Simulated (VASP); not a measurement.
A run of VASP 6.6.1:

Contents of POSCAR:

```
ZrS
1.0
    0.0000000000      2.6250000000      2.6250000000
    2.6250000000      0.0000000000      2.6250000000
    2.6250000000      2.6250000000      0.0000000000
Zr S
1 1
Direct
    0.0000000000      0.0000000000      0.0000000000
    0.5000000000      0.5000000000      0.5000000000
```

File INCAR.step1:

```
ALGO = Normal
EDIFF = 1E-5
ENCUT = 520
GGA = PE
ISIF = 2
ISMEAR = -1
LASPH = T
LREAL = F
LWAVE = T
NELM = 60
PREC = Accurate
SIGMA = 0.05
```

File INCAR.step2:

```
AEXX = 0.25
ALGO = Normal
EDIFF = 1E-6
ENCUT = 520
GGA = PE
HFSCREEN = 0.15
ISIF = 2
ISMEAR = -1
ISTART = 1
LASPH = T
LCHARG = F
LHFCALC = T
LREAL = F
LWAVE = F
NELM = 60
PREC = Accurate
PRECFOCK = Fast
SIGMA = 0.05
```

File KPOINTS:

```
k-points
0
Gamma
  5 5 5
```

Potentials or basis: VASP PAW PBE potentials, release 64 (Zr_sv, S).

Run with:

```bash
$ cat potpaw_PBE.64/Zr_sv/POTCAR potpaw_PBE.64/S/POTCAR > POTCAR
$ cp INCAR.step1 INCAR
$ mpirun -np 1 vasp_std > vasp.out
$ cp INCAR.step2 INCAR
$ mpirun -np 1 vasp_std > vasp.out
```

Hardware: 1 thread of Intel(R) Xeon(R) 6975P-C (Granite Rapids), with other jobs on the host.

Task: How long does it take, and how much memory?

Result: It took 2.4 min on 1 thread of Intel(R) Xeon(R) 6975P-C (Granite Rapids), with other jobs on the host, peak memory 0.26 GiB. Counts: scf iterations 9, k points 10.
